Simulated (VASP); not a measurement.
Consider the following.

```
InN
1.0
    1.77541    -3.07510     0.00000
    1.77541     3.07510     0.00000
    0.00000     0.00000     5.72821
In N
2 2
Direct
  0.66667   0.33333   0.49984
  0.33333   0.66667   0.99984
  0.66667   0.33333   0.87916
  0.33333   0.66667   0.37916
```

Method: r2SCAN meta-GGA, VASP's PBE PAW potentials (set 64) (plane waves; VASP). Run with 520 eV cut-off, 7×7×4 Γ-centred mesh, Gaussian smearing of 0.050 eV, potentials In_d N.

**Question.** What does the run give for the energy per atom (σ→0)?

**Answer.** 
```json
{
  "energy per atom (σ→0)": "-15970 meV/atom"
}
```

Total energies compare only between runs with the same potentials, cut-off and functional.

The compound is InN in the wurtzite structure. It was relaxed first. The start is the result of an earlier pass.
